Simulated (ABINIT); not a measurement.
A run of ABINIT 10.8.3 (patched build):

Contents of run.abi:

```
ndtset 7
getwfk -1
scalecart1 3*0.9795861087
scalecart2 3*0.9864848297
scalecart3 3*0.9932883884
scalecart4 3*1.0000000000
scalecart5 3*1.0066227096
scalecart6 3*1.0131594038
scalecart7 3*1.0196128224

pp_dirpath "./"
pseudos "Mo.GGA_PBE-JTH.xml"

acell 3*1.0
rprim
    -2.9929651906     2.9929651906     2.9929651906
     2.9929651906    -2.9929651906     2.9929651906
     2.9929651906     2.9929651906    -2.9929651906
ntypat 1
znucl 42
natom 1
typat 1
xred
     0.0000000000     0.0000000000     0.0000000000

ecut 15.0
pawecutdg 30.0

kptopt 1
ngkpt 12 12 12
nshiftk 1
shiftk 0.0 0.0 0.0

ixc -106131
vdw_xc 6

nband 11
occopt 3
tsmear 0.05 eV

nstep 100
tolvrs 1.0e-9

iomode 3
prtwf 1
prtden 0
prteig 0
prtebands 0
```

Potentials or basis: JTH PAW PBE v2.0.

The run is started by

```sh
$ abinit run.abi > log 2>&1
```

Hardware: 1 thread of Arm Neoverse V1, with other jobs on the host.

Q: How long does it take, and how much memory?

A: Run time: 42 s on 1 thread of Arm Neoverse V1 (shared host), peak memory 0.12 GiB. Counts: scf iterations 52, mpi ranks 1, k points 72, bands 11, plane waves 291.
